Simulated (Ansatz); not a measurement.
# ZnSe (F-43m): gap, valleys and masses

```xyz
2
Lattice="0.0000 2.8166 2.8166 2.8166 0.0000 2.8166 2.8166 2.8166 0.0000" Properties=species:S:1:pos:R:3 pbc="T T T"
Zn    0.0000    0.0000    0.0000
Se    4.2249    4.2249    4.2249
```

Level of theory, where no other is named: PBEsol, all-electron LAPW in Ansatz 0.2.0, scalar-relativistic. k mesh 8×8×8, fixed occupations, basis error target 1 meV/atom. The cell was relaxed by PAW under this functional.

Extrema are searched on a 12×12×12 mesh and refined by Newton steps; masses come from band slopes 0.005 Å⁻¹ away, 1/m* = (1/ħ²) d²E/dk², negative for holes (the finite step makes the lightest masses up to about 3 % heavy). k is in units of the reciprocal vectors.

(1) Where are the band edges, and is the gap direct?

(2) What are the electron masses at the edge?

(3) Several bands lie at or near the hole edge, or its surface isn't an ellipsoid. What are the masses by direction?

(4) Along the Cartesian direction 100 the conduction slope is 0.4169 eV·Å one step out. What is it four steps out, and what does that say?

(5) What gap does PAW give in the same cell?

Answers

(1) The valence maximum lies at Gamma (0.000, 0.000, 0.000) and the conduction minimum at Gamma (0.000, 0.000, 0.000), so the Kohn-Sham gap of 1.242 eV is direct.

(2) The principal masses are 0.0914, 0.0914, 0.0914 mₑ. One valley has a density-of-states mass (m₁m₂m₃)^(1/3) = 0.0914; the direction-averaged conductivity mass 3/Σ(1/mᵢ) is 0.0914 mₑ.

(3) 

```
direction  branch from the edge  its level at the point (eV from the edge)    m*/mₑ
      100                     1                                      0.000   -0.578
      100                     2                                      0.000   -0.578
      100                     3                                      0.000  -0.0961
      110                     1                                      0.000    -3.19
      110                     2                                      0.000   -0.578
      110                     3                                      0.000  -0.0846
      111                     1                                      0.000    -1.27
      111                     2                                      0.000    -1.27
      111                     3                                      0.000  -0.0814
     11-2                     1                                      0.000    -1.34
     11-2                     2                                      0.000   -0.795
     11-2                     3                                      0.000  -0.0843
```

(4) 1.628 eV·Å, 3.906 times the first; a parabola would give 4, so the band is nearly parabolic here.

(5) 1.239 eV, -3 meV from the LAPW value.

Keep in mind: no spin-orbit coupling on heavy atoms; semilocal gaps are low, and what follows the gap (onsets, screening, light masses) shifts with it; without spin-orbit coupling, bands that meet at the valence top are not the light and heavy holes of experiment; the frozen-core PAW files of the compared runs were fitted under PBE, their cores solved anew for this functional.
